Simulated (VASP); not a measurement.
## From one sheet to two: 2H-MoS2 monolayer

What are the lattice, gap and band positions of 2H-MoS2 monolayer, and what does a second sheet change?

Method: PBE with D3(BJ), no spin polarisation; plane waves and PAW (Mo, S), in the first sound run; inputs show where later runs differ, in VASP 6.6.1.

## 1. The starting structure

The cell holds 3 atoms: 1 Mo and 2 S. Cell: a = 3.180 Å, b = 3.180 Å, c = 22.000 Å, α = 90.0°, β = 90.0°, γ = 120.0°. Vacuum lies along c.

Coordinates:

```
Mo S
1.0
     3.18000    0.00000    0.00000
    -1.59000    2.75396    0.00000
     0.00000    0.00000   22.00000
Mo S
1 2
Direct
  0.33333 0.66667 0.50000
  0.66667 0.33333 0.42886
  0.66667 0.33333 0.57114
```

## 2. Relaxing the monolayer

The sheet's cell relaxes in its plane with the atoms, while the vacuum is kept.

The input, INCAR:

```
SYSTEM = MoS2
PREC = Normal
ENCUT = 350
EDIFF = 1E-06
NELM = 120
ISMEAR = 0
SIGMA = 0.03
LREAL = .FALSE.
ALGO = Normal
GGA = PE
IVDW = 12
NBANDS = 15
LASPH = .TRUE.
LORBIT = 11
LWAVE = .FALSE.
LCHARG = .FALSE.
KPAR = 4
IBRION = 2
NSW = 50
ISIF = 3
EDIFFG = -0.015
POTIM = 0.4
IDIPOL = 3
LDIPOL = .TRUE.
DIPOL = 0.5 0.5 0.5
LATTICE_CONSTRAINTS = .TRUE. .TRUE. .FALSE.
```

The input, POSCAR:

```
MoS2
1.0
    3.1800000000      0.0000000000      0.0000000000
   -1.5900000000      2.7539607840      0.0000000000
    0.0000000000      0.0000000000     22.0000000000
Mo S
1 2
Direct
    0.3333333333      0.6666666667      0.5000000000
    0.6666666667      0.3333333333      0.4288636364
    0.6666666667      0.3333333333      0.5711363636
```

The input, KPOINTS:

```
Automatic mesh
0
Gamma
12 12 1
0 0 0
```

PAW data sets: Mo and S (PBE family, release 64).

The run is started by

```sh
$ mpirun -np 4 vasp_std
```

Log:

```text
[banner, memory and clock lines left out]
running    4 mpi-ranks, on    1 nodes
 distrk:  each k-point on    1 cores,    4 groups
 distr:  one band on    1 cores,    1 groups

 POSCAR found type information on POSCAR MoS
 POSCAR found :  2 types and       3 ions
 LDA part: xc-table for (Slater+PW92), standard interpolation
 POSCAR, INCAR and KPOINTS ok, starting setup
 FFT: planning ... GRIDC
 FFT: planning ... GRID_SOFT
 FFT: planning ... GRID
 WAVECAR not read
 entering main loop
       N       E                     dE             d eps       ncg     rms          rms(c)
DAV:   1     0.109352849558E+03    0.10935E+03   -0.51374E+03   570   0.647E+02
DAV:   2    -0.117670440503E+02   -0.12112E+03   -0.11364E+03   915   0.160E+02
DAV:   3    -0.231596302792E+02   -0.11393E+02   -0.11248E+02   801   0.597E+01
DAV:   4    -0.233806307312E+02   -0.22100E+00   -0.22027E+00   691   0.988E+00
DAV:   5    -0.233860761495E+02   -0.54454E-02   -0.54448E-02   817   0.149E+00    0.250E+01
DAV:   6    -0.222182082420E+02    0.11679E+01   -0.50067E+00   682   0.168E+01    0.888E+00
DAV:   7    -0.220459252940E+02    0.17228E+00   -0.26711E+00   739   0.144E+01    0.726E+00
DAV:   8    -0.218002275723E+02    0.24570E+00   -0.37813E-01   710   0.550E+00    0.141E+00
DAV:   9    -0.218014160970E+02   -0.11885E-02   -0.60362E-02   780   0.169E+00    0.611E-01
DAV:  10    -0.217974219653E+02    0.39941E-02   -0.99170E-03   773   0.833E-01    0.103E-01
DAV:  11    -0.217970219360E+02    0.40003E-03   -0.95643E-04   766   0.270E-01    0.775E-02
DAV:  12    -0.217969067794E+02    0.11516E-03   -0.16348E-04   766   0.886E-02    0.483E-02
DAV:  13    -0.217968442183E+02    0.62561E-04   -0.55695E-04   752   0.129E-01    0.102E-01
DAV:  14    -0.217969872127E+02   -0.14299E-03   -0.90784E-05   654   0.810E-02    0.245E-02
DAV:  15    -0.217971644806E+02   -0.17727E-03   -0.21648E-05   682   0.288E-02    0.116E-02
DAV:  16    -0.217973022262E+02   -0.13775E-03   -0.11595E-05   682   0.172E-02    0.712E-03
DAV:  17    -0.217973504556E+02   -0.48229E-04   -0.15989E-06   670   0.710E-03    0.592E-03
DAV:  18    -0.217974003071E+02   -0.49852E-04   -0.14591E-06   637   0.536E-03    0.448E-03
DAV:  19    -0.217974102902E+02   -0.99830E-05   -0.26101E-07   635   0.361E-03    0.651E-04
DAV:  20    -0.217974190438E+02   -0.87536E-05   -0.40103E-07   554   0.310E-03    0.230E-03
DAV:  21    -0.217974196555E+02   -0.61174E-06   -0.64767E-08   593   0.178E-03
   1 F= -.22739754E+02 E0= -.22739754E+02  d E =-.227398E+02
 curvature:   0.00 expect dE= 0.000E+00 dE for cont linesearch  0.000E+00
 trial: gam= 0.00000 g(F)=  0.878E-03 g(S)=  0.240E-01 ort = 0.000E+00 (trialstep = 0.100E+01)
 search vector abs. value=  0.249E-01
 bond charge predicted
       N       E                     dE             d eps       ncg     rms          rms(c)
DAV:   1    -0.218081301396E+02   -0.10711E-01   -0.12651E+00   570   0.706E+00    0.199E+00
DAV:   2    -0.217850766438E+02    0.23053E-01   -0.55431E-02   731   0.179E+00    0.138E+00
DAV:   3    -0.217787153836E+02    0.63613E-02   -0.31004E-02   710   0.138E+00    0.334E-01
DAV:   4    -0.217762182589E+02    0.24971E-02   -0.73016E-03   682   0.723E-01    0.202E-01
DAV:   5    -0.217763254892E+02   -0.10723E-03   -0.87148E-04   696   0.188E-01    0.177E-01
DAV:   6    -0.217762812973E+02    0.44192E-04   -0.61742E-05   781   0.660E-02    0.107E-01
DAV:   7    -0.217762715707E+02    0.97265E-05   -0.74632E-05   752   0.581E-02    0.400E-02
DAV:   8    -0.217762701923E+02    0.13784E-05   -0.25549E-06   730   0.145E-02    0.286E-02
DAV:   9    -0.217762695117E+02    0.68063E-06   -0.25251E-06   709   0.886E-03
   2 F= -.22744336E+02 E0= -.22744336E+02  d E =-.458234E-02
[...]
3 F= -.22747502E+02 E0= -.22747502E+02  d E =-.774826E-02
[...]
4 F= -.22747501E+02 E0= -.22747501E+02  d E =-.774676E-02
[...]
5 F= -.22748090E+02 E0= -.22748090E+02  d E =-.589129E-03
 trial-energy change:   -0.000589  1 .order   -0.000588   -0.000774   -0.000402
 step:   1.9168(harm=  1.9168)  dis= 0.00728  next Energy=   -22.748306 (dE=-0.806E-03)
 bond charge predicted
       N       E                     dE             d eps       ncg     rms          rms(c)
DAV:   1    -0.217889075943E+02    0.64384E-03   -0.33405E-02   584   0.103E+00    0.136E-01
DAV:   2    -0.217888929153E+02    0.14679E-04   -0.16933E-03   710   0.272E-01    0.744E-02
DAV:   3    -0.217888656014E+02    0.27314E-04   -0.48096E-05   703   0.485E-02    0.574E-02
DAV:   4    -0.217888493157E+02    0.16286E-04   -0.32525E-05   696   0.297E-02    0.176E-02
DAV:   5    -0.217888485474E+02    0.76829E-06   -0.10216E-05   745   0.261E-02    0.171E-02
DAV:   6    -0.217888476887E+02    0.85867E-06   -0.22367E-06   665   0.127E-02
   6 F= -.22748292E+02 E0= -.22748292E+02  d E =-.790981E-03
 curvature:  -0.98 expect dE=-0.115E-04 dE for cont linesearch -0.655E-06
 trial: gam= 0.05656 g(F)=  0.385E-05 g(S)=  0.783E-05 ort =-0.240E-04 (trialstep = 0.112E+01)
 search vector abs. value=  0.117E-04
 reached required accuracy - stopping structural energy minimisation
```

The job ended after 15 s (4 MPI ranks of Intel Xeon 6975P-C (Granite Rapids), shared host; peak memory 0.77 GiB).

The logs omit lines about the potential files and the build; timing stands in the text.

From OUTCAR (step 2):

```text
ion  position               nearest neighbor table
   1  0.333  0.667  0.500-   2 2.41   3 2.41   2 2.41   3 2.41   2 2.41   3 2.41
   2  0.667  0.333  0.429-   1 2.41   1 2.41   1 2.41
   3  0.667  0.333  0.571-   1 2.41   1 2.41   1 2.41

  LATTYP: Found a hexagonal cell.
 ALAT       =     3.1800000000
 C/A-ratio  =     6.9182389937

 Subroutine GETGRP returns: Found 12 space group operations
 (whereof 12 operations were pure point group operations)

The static configuration has the point symmetry D_3h.

 Found     19 irreducible k-points:

   k-points           NKPTS =     19   k-points in BZ     NKDIM =     19   number of bands    NBANDS=     15

   dimension x,y,z NGX =    16 NGY =   16 NGZ =  108
   dimension x,y,z NGXF=    32 NGYF=   32 NGZF=  216

   ENCUT  =  350.0 eV  25.72 Ry    5.07 a.u.   4.85  4.85 33.56*2*pi/ulx,y,z

   NELECT =      18.0000    total number of electrons

 k-points in reciprocal lattice and weights: Automatic mesh
   0.00000000  0.00000000  0.00000000       0.007
   0.08333333  0.00000000  0.00000000       0.042
   0.16666667 -0.00000000  0.00000000       0.042
   0.25000000 -0.00000000  0.00000000       0.042
   0.33333333  0.00000000  0.00000000       0.042
   0.41666667 -0.00000000  0.00000000       0.042
   0.50000000 -0.00000000  0.00000000       0.021
   0.08333333  0.08333333  0.00000000       0.042
   0.16666667  0.08333333  0.00000000       0.083
[...]
0.33333333  0.25000000  0.00000000       0.083
   0.33333333  0.33333333  0.00000000       0.014

 Edisp (eV)   -0.95854

 dipolmoment           0.000000      0.000000     -0.000000 electrons x Angstroem

 average (electrostatic) potential at core
       1 -46.1576       2 -94.0701       3 -94.0701

 E-fermi :  -2.6396

 k-point     1 :       0.0000    0.0000    0.0000
  band No.  band energies     occupation
    ...
      5      -5.3376      2.00000
      6      -4.6252      2.00000
      7      -4.2013      2.00000
      8      -4.2013      2.00000
      9      -2.8962      2.00000
     10       0.0933      0.00000
     11       0.0933      0.00000
     12       0.3041      0.00000
     13       0.3041      0.00000
     14       2.6040      0.00000
    ...

 k-point     2 :       0.0833    0.0000    0.0000
  band No.  band energies     occupation
    ...
      5      -5.2252      2.00000
      6      -5.0665      2.00000
      7      -4.3705      2.00000
      8      -3.9261      2.00000
      9      -2.9380      2.00000
     10      -0.0530      0.00000
     11       0.0050      0.00000
     12       0.1854      0.00000
     13       0.2705      0.00000
     14       2.7779      0.00000
    ...

 k-point     3 :       0.1667   -0.0000    0.0000
  band No.  band energies     occupation
    ...
      5      -5.7140      2.00000
      6      -4.9120      2.00000
      7      -4.7693      2.00000
      8      -3.8640      2.00000
      9      -3.1459      2.00000
     10      -0.4721      0.00000
     11      -0.1254      0.00000
     12      -0.0904      0.00000
     13       0.6717      0.00000
     14       3.1993      0.00000
    ...

 Edisp (eV)   -0.95944

  Total      -0.01744    -0.01744    -0.08147    -0.00000     0.00000     0.00000
  in kB      -0.14774    -0.14774    -0.68998    -0.00000     0.00000     0.00000
  external pressure =       -0.33 kB  Pullay stress =        0.00 kB

  energy-cutoff  :      350.00
  volume of cell :      189.18
      direct lattice vectors                 reciprocal lattice vectors
     3.151067998  0.000000000  0.000000000     0.317352720  0.183223678  0.000000000
    -1.575533999  2.728904936  0.000000000     0.000000000  0.366447357  0.000000000
     0.000000000  0.000000000 22.000000000     0.000000000  0.000000000  0.045454545

 POSITION                                       TOTAL-FORCE (eV/Angst)
 -----------------------------------------------------------------------------------
     -0.00000      1.81927     11.00000        -0.000000     -0.000000      0.000000
      1.57553      0.90963      9.43020         0.000000     -0.000000      0.007066
      1.57553      0.90963     12.56980        -0.000000      0.000000     -0.007066
 -----------------------------------------------------------------------------------
    total drift:                               -0.000002      0.000001      0.000000

  FREE ENERGIE OF THE ION-ELECTRON SYSTEM (eV)
  ---------------------------------------------------
  free  energy   TOTEN  =       -22.7482915216 eV

  energy  without entropy=      -22.7482915216  energy(sigma->0) =      -22.74829152

 reached required accuracy - stopping structural energy minimisation

 vacuum level on the upper side and lower side of the slab         3.036         3.036

 total charge
# of ion       s       p       d       tot
------------------------------------------
    1        0.423   0.616   4.432   5.470
    2        1.365   2.336   0.000   3.700
    3        1.365   2.336   0.000   3.700
--------------------------------------------------
tot          3.152   5.287   4.432  12.871

[... 3 further parts left out ...]
```

CONTCAR:

```
MoS2
   1.00000000000000
     3.1510679982982044    0.0000000000000000    0.0000000000000000
    -1.5755339991491022    2.7289049355448505    0.0000000000000000
     0.0000000000000000    0.0000000000000000   22.0000000000000000
  Mo              S
     1     2
Direct
     0.3333333332999970    0.6666666667000030    0.5000000000000000
     0.6666666667000030    0.3333333332999970    0.4286452981332861
     0.6666666667000030    0.3333333332999970    0.5713547018667140
```

This run has no spin polarisation, although Mo can carry a moment. The gap is read on the k-mesh alone, so it is an upper bound where the band edges lie off the mesh. The data set Mo keeps the semicore shell frozen, which is cheaper and a little less accurate. The run keeps the 12 symmetry operations of its start, so it cannot find a distortion of lower symmetry.

The steps of the relaxation:

```tsv
step	energy less that of the first step (eV)	largest force (eV/Å)	pressure (GPa)	volume (Å³)
1	0.0000	0.1067	-0.65	192.67
2	-0.0046	0.2446	0.52	187.91
3	-0.0077	0.1050	0.06	189.74
4	-0.0077	0.1009	0.04	189.80
5	-0.0083	0.0484	0.00	189.50
6	-0.0085	0.0071	-0.03	189.18
```

```tsv
cell as run	before	after	change
a (Å)	3.180	3.151	-0.9 %
b (Å)	3.180	3.151	-0.9 %
```

The relaxed structure:

```xyz
3
Lattice="3.1511 0.0000 0.0000 -1.5755 2.7289 0.0000 0.0000 0.0000 22.0000" Properties=species:S:1:pos:R:3
Mo    0.0000    1.8193   11.0000
S     1.5755    0.9096    9.4302
S     1.5755    0.9096   12.5698
```

Numbers from this step:

```
electronic cycles              : 52
electrons                      : 18
free energy (TOTEN)            : -22.75 eV
Fermi energy                   : -2.640 eV
metallic                       : no
dipole moment                  : 0, 0, 0 e·Å
gap on the k-mesh              : 1.785 eV
least direct gap on the k-mesh : 1.785 eV
```

The run ended after 6 ionic steps, 0.009 eV below its first step, once forces and stress met EDIFFG = -0.015.

## 3. A second relaxation

The plane waves were chosen for the start cell, so the relaxation is repeated from its end.

Changes to INCAR since step 2:

```diff
@@ -18,3 +18,3 @@
 IBRION = 2
-NSW = 50
+NSW = 30
 ISIF = 3
```

The input, POSCAR:

```
MoS2
1.0
    3.1510679983      0.0000000000      0.0000000000
   -1.5755339991      2.7289049355      0.0000000000
    0.0000000000      0.0000000000     22.0000000000
Mo S
1 2
Direct
    0.3333333333      0.6666666667      0.5000000000
    0.6666666667      0.3333333333      0.4286452981
    0.6666666667      0.3333333333      0.5713547019
```

KPOINTS is that of step 2.

The run is started by

```sh
$ mpirun -np 4 vasp_std
```

Log:

```text
[... set-up lines as in an earlier step ...]
 entering main loop
       N       E                     dE             d eps       ncg     rms          rms(c)
DAV:   1     0.115342440946E+03    0.11534E+03   -0.52445E+03   570   0.651E+02
DAV:   2    -0.113580533314E+02   -0.12670E+03   -0.11750E+03   885   0.163E+02
DAV:   3    -0.231010025976E+02   -0.11743E+02   -0.11612E+02   794   0.610E+01
DAV:   4    -0.233245797202E+02   -0.22358E+00   -0.22314E+00   692   0.101E+01
DAV:   5    -0.233305033476E+02   -0.59236E-02   -0.59215E-02   795   0.155E+00    0.257E+01
DAV:   6    -0.221909547033E+02    0.11395E+01   -0.47089E+00   668   0.164E+01    0.908E+00
DAV:   7    -0.220351186972E+02    0.15584E+00   -0.26207E+00   725   0.141E+01    0.742E+00
DAV:   8    -0.217907398578E+02    0.24438E+00   -0.37712E-01   731   0.554E+00    0.147E+00
DAV:   9    -0.217921055523E+02   -0.13657E-02   -0.63028E-02   759   0.173E+00    0.682E-01
DAV:  10    -0.217876487544E+02    0.44568E-02   -0.11463E-02   766   0.893E-01    0.968E-02
DAV:  11    -0.217873111296E+02    0.33762E-03   -0.10325E-03   759   0.284E-01    0.756E-02
DAV:  12    -0.217871934628E+02    0.11767E-03   -0.16105E-04   766   0.883E-02    0.477E-02
DAV:  13    -0.217871101687E+02    0.83294E-04   -0.58504E-04   766   0.128E-01    0.983E-02
DAV:  14    -0.217872662469E+02   -0.15608E-03   -0.87710E-05   640   0.796E-02    0.280E-02
DAV:  15    -0.217874662035E+02   -0.19996E-03   -0.23555E-05   689   0.297E-02    0.143E-02
DAV:  16    -0.217875917244E+02   -0.12552E-03   -0.11376E-05   682   0.186E-02    0.624E-03
DAV:  17    -0.217876538467E+02   -0.62122E-04   -0.16525E-06   656   0.724E-03    0.669E-03
DAV:  18    -0.217877011302E+02   -0.47284E-04   -0.14952E-06   644   0.468E-03    0.464E-03
DAV:  19    -0.217877142144E+02   -0.13084E-04   -0.37510E-07   643   0.391E-03    0.112E-03
DAV:  20    -0.217877215400E+02   -0.73256E-05   -0.28267E-07   558   0.256E-03    0.237E-03
DAV:  21    -0.217877222732E+02   -0.73321E-06   -0.39012E-08   586   0.127E-03
   1 F= -.22747166E+02 E0= -.22747166E+02  d E =-.227472E+02
 curvature:   0.00 expect dE= 0.000E+00 dE for cont linesearch  0.000E+00
 trial: gam= 0.00000 g(F)=  0.315E-05 g(S)=  0.169E-04 ort = 0.000E+00 (trialstep = 0.100E+01)
 search vector abs. value=  0.201E-04
 reached required accuracy - stopping structural energy minimisation
```

Wall time 5.2 s (4 MPI ranks); peak memory 0.69 GiB.

OUTCAR, selected parts (step 3):

```text
  LATTYP: Found a hexagonal cell.
 ALAT       =     3.1510679983
 C/A-ratio  =     6.9817598388

The static configuration has the point symmetry D_3h.

 Found     19 irreducible k-points:

   dimension x,y,z NGX =    14 NGY =   14 NGZ =  108
   dimension x,y,z NGXF=    28 NGYF=   28 NGZF=  216

   ENCUT  =  350.0 eV  25.72 Ry    5.07 a.u.   4.81  4.81 33.56*2*pi/ulx,y,z

   NELECT =      18.0000    total number of electrons

 dipolmoment           0.000000      0.000000      0.000000 electrons x Angstroem

 E-fermi :  -2.6290

 k-point     1 :       0.0000    0.0000    0.0000
  band No.  band energies     occupation
    ...
      5      -5.3356      2.00000
      6      -4.6235      2.00000
      7      -4.1991      2.00000
      8      -4.1991      2.00000
      9      -2.8944      2.00000
     10       0.0954      0.00000
     11       0.0954      0.00000
     12       0.3061      0.00000
     13       0.3061      0.00000
     14       2.6156      0.00000
    ...

 k-point     2 :       0.0833    0.0000    0.0000
  band No.  band energies     occupation
    ...
      5      -5.2232      2.00000
      6      -5.0647      2.00000
      7      -4.3686      2.00000
      8      -3.9242      2.00000
      9      -2.9362      2.00000
     10      -0.0510      0.00000
     11       0.0069      0.00000
     12       0.1873      0.00000
     13       0.2724      0.00000
     14       2.7892      0.00000
    ...

 Edisp (eV)   -0.95944

  Total      -0.02564    -0.02564    -0.09115    -0.00000     0.00000     0.00000
  in kB      -0.21719    -0.21719    -0.77198    -0.00000     0.00000     0.00000
  external pressure =       -0.40 kB  Pullay stress =        0.00 kB

 POSITION                                       TOTAL-FORCE (eV/Angst)
 -----------------------------------------------------------------------------------
     -0.00000      1.81927     11.00000         0.000000      0.000000     -0.000000
      1.57553      0.90963      9.43020        -0.000000      0.000000      0.006389
      1.57553      0.90963     12.56980         0.000000     -0.000000     -0.006389
 -----------------------------------------------------------------------------------
    total drift:                                0.000004     -0.000003      0.000000

  FREE ENERGIE OF THE ION-ELECTRON SYSTEM (eV)
  ---------------------------------------------------
  free  energy   TOTEN  =       -22.7471661059 eV

  energy  without entropy=      -22.7471661059  energy(sigma->0) =      -22.74716611

 vacuum level on the upper side and lower side of the slab         2.997         2.997

 total charge
# of ion       s       p       d       tot
------------------------------------------
    1        0.423   0.616   4.433   5.471
    2        1.365   2.336   0.000   3.701
    3        1.365   2.336   0.000   3.701
--------------------------------------------------
tot          3.152   5.288   4.433  12.872

[... 4 parts as in an earlier step ...]

[... 7 further parts left out ...]
```

Little changed from the start: no atom moved by 0.005 Å and no cell edge by 0.1 %.

Numbers from this step:

| Property | Result |
| --- | --- |
| electronic cycles | 21 |
| Fermi energy | -2.629 eV |

The start already met the threshold, so nothing moved.

(Part 1 of 5 ends here.)

[Lines on the potential files, build, host, timing and source positions are cut from VASP's logs without a mark.]

[Logs are printed without paths, hosts, clocks, repeated set-up lines and the standing remarks that a program may print on its own settings, such as how far it seeks lower states.]

[Hosts, paths, dates, database ids (printed as entryN), source tags and the programs' standing remarks are cut or masked in the printed files.]

[Runs that stopped without an error message from VASP are left out.]
